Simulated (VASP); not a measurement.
## AgCl in VASP 6.6.1, single-point calculation

INCAR

```
PREC = Accurate
LREAL = .FALSE.
LASPH = .TRUE.
NELM = 120
IBRION = -1
NSW = 0
SIGMA = 0.01
LWAVE = .FALSE.
ENCUT = 520
LCHARG = .FALSE.
NBANDS = 16
EDIFF = 1E-7
GGA = PE
ISIF = 2
ISMEAR = -4
```

KPOINTS

```
KPOINTS created by Atomic Simulation Environment
0
Gamma
8 8 8
0 0 0
```

POSCAR

```
Ag Cl
 1.0000000000000000
     0.0000000000000000    3.1204591353000000    2.9932461729000002
     3.1204591353000000    0.0000000000000000    2.9932461729000002
     3.1204591353000000    3.1204591353000000    0.0000000000000000
 Ag  Cl
   1   1
Cartesian
  0.0000000000000000  0.0000000000000000  0.0000000000000000
  1.5602295676499998  1.5602295676499998  1.4966230864500003
```

The recommended PBE PAW datasets give the neutral cell 18 valence electrons.

Command

```
mpirun -np 1 vasp_std
```

OSZICAR

```
N       E                     dE             d eps       ncg     rms          rms(c)
DAV:   1     0.100071476944E+03    0.10007E+03   -0.82130E+03  1920   0.968E+02
DAV:   2    -0.110861984216E+01   -0.10118E+03   -0.94056E+02  2296   0.210E+02
DAV:   3    -0.560712632513E+01   -0.44985E+01   -0.44866E+01  2408   0.466E+01
DAV:   4    -0.564686325150E+01   -0.39737E-01   -0.39732E-01  2528   0.470E+00
DAV:   5    -0.564755787095E+01   -0.69462E-03   -0.69461E-03  2344   0.621E-01    0.462E+00
DAV:   6    -0.544368512146E+01    0.20387E+00   -0.29670E-01  2536   0.658E+00    0.323E+00
DAV:   7    -0.543985154078E+01    0.38336E-02   -0.10375E-01  2176   0.212E+00    0.179E+00
DAV:   8    -0.543986993722E+01   -0.18396E-04   -0.67513E-03  2296   0.832E-01    0.225E-01
DAV:   9    -0.544004890391E+01   -0.17897E-03   -0.76949E-04  2448   0.388E-01    0.554E-02
DAV:  10    -0.544028546149E+01   -0.23656E-03   -0.32182E-04  2208   0.121E-01    0.440E-02
DAV:  11    -0.544030142236E+01   -0.15961E-04   -0.11345E-05  2560   0.247E-02    0.819E-03
DAV:  12    -0.544030359501E+01   -0.21726E-05   -0.19842E-06  2264   0.105E-02    0.447E-03
DAV:  13    -0.544030397893E+01   -0.38392E-06   -0.60178E-07  2440   0.685E-03    0.951E-04
DAV:  14    -0.544030402853E+01   -0.49603E-07   -0.21533E-08  1824   0.175E-03
   1 F= -.54403040E+01 E0= -.54403040E+01  d E =0.000000E+00
```

Standard output (part)

```
POSCAR found type information on POSCAR AgCl
 POSCAR found :  2 types and       2 ions
 LDA part: xc-table for (Slater+PW92), standard interpolation
 POSCAR, INCAR and KPOINTS ok, starting setup
 WAVECAR not read
 entering main loop
```

From OUTCAR

```
k-points           NKPTS =     59   k-points in BZ     NKDIM =     59   number of bands    NBANDS=     16

   NELECT =      18.0000    total number of electrons

   dimension x,y,z NGX =    32 NGY =   32 NGZ =   36
   dimension x,y,z NGXF=    64 NGYF=   64 NGZF=   72

  energy-cutoff  :      520.00
  volume of cell :       58.29
      direct lattice vectors                 reciprocal lattice vectors
     0.000000000  3.120459135  2.993246173    -0.160232831  0.160232831  0.167042726
     3.120459135  0.000000000  2.993246173     0.160232831 -0.160232831  0.167042726
     3.120459135  3.120459135  0.000000000     0.160232831  0.160232831 -0.167042726

 k-points in reciprocal lattice and weights: KPOINTS created by Atomic Simulation Env
   0.00000000  0.00000000  0.00000000       0.002
   0.12500000  0.00000000  0.00000000       0.016
   0.25000000  0.00000000  0.00000000       0.016
   0.37500000  0.00000000  0.00000000       0.016
   0.50000000  0.00000000  0.00000000       0.008
   0.12500000  0.12500000  0.00000000       0.004
   0.25000000  0.12500000  0.00000000       0.016
   0.37500000  0.12500000  0.00000000       0.016
   ...

 E-fermi :   1.0279

 k-point     1 :       0.0000    0.0000    0.0000
  band No.  band energies     occupation
      1     -13.4632      2.00000
      2      -2.6695      2.00000
      3      -2.6695      2.00000
      4      -2.6353      2.00000
      5      -0.9492      2.00000
      6      -0.9159      2.00000
      7       0.9236      2.00000
      8       0.9236      2.00000
      9       0.9710      2.00000
     10       2.2915      0.00000
     11       9.0922      0.00000
     12       9.0922      0.00000
     13       9.1233      0.00000
     14      13.2857      0.00000
     15      13.3657      0.00000
     16      13.7053      0.00000

 k-point     2 :       0.1250    0.0000    0.0000
  band No.  band energies     occupation
      1     -13.4428      2.00000
      2      -2.6967      2.00000
      3      -2.6462      2.00000
      4      -2.6127      2.00000
      5      -0.9501      2.00000
      6      -0.9212      2.00000
      7       0.5813      2.00000
      8       0.8615      2.00000
      9       0.8937      2.00000
     10       2.7591      0.00000
     11       8.6198      0.00000
     12       9.1988      0.00000
     13       9.2566      0.00000
     14      12.8155      0.00000
     15      13.0787      0.00000
     16      13.8998      0.00000

 k-point     3 :       0.2500    0.0000    0.0000
  band No.  band energies     occupation
      1     -13.3931      2.00000
      2      -2.7418      2.00000
      3      -2.5918      2.00000
      4      -2.5441      2.00000
      5      -0.9380      2.00000
      6      -0.9228      2.00000
      7      -0.0334      2.00000
      8       0.7022      2.00000
      9       0.7287      2.00000
     10       3.6346      0.00000
     11       7.9025      0.00000
     12       9.3450      0.00000
     13       9.5160      0.00000
     14      12.6440      0.00000
     15      12.7208      0.00000
     16      13.2937      0.00000

 ...

  Total       -0.5270460     -0.5270460     -0.4447587      0.0000000     -0.0000000     -0.0000000
  in kB      -14.4860410    -14.4860410    -12.2243454      0.0000000     -0.0000000     -0.0000000
  external PRESSURE =     -13.7321424 kB  Pullay stress =       0.0000000 kB

 POSITION                                       TOTAL-FORCE (eV/Angst)
 -----------------------------------------------------------------------------------
      0.00000      0.00000      0.00000        -0.000000     -0.000000      0.000000
      1.56023      1.56023      1.49662         0.000000      0.000000     -0.000000
 -----------------------------------------------------------------------------------
    total drift:                               -0.000001     -0.000001      0.000002

  FREE ENERGIE OF THE ION-ELECTRON SYSTEM (eV)
  ---------------------------------------------------
  free  energy   TOTEN  =        -5.4403040285 eV

  energy  without entropy=       -5.4403040285  energy(sigma->0) =       -5.44030403
```

It converged. Results: gap between bands v and c on the k mesh 1.32 eV; least direct gap on the k mesh 1.32 eV; pressure -1.4 GPa. Band v is the last that the valence electrons fill when counted band by band, and c is the next.

For comparison, a separate PBE run of the intended cell, on usual settings and not on those above, gives a gap of 1.32 eV on its mesh and a pressure of -1.4 GPa.

The run above took about 51 s on one core of a shared host (Intel Xeon Platinum 8488C) and held 0.21 GiB at most.
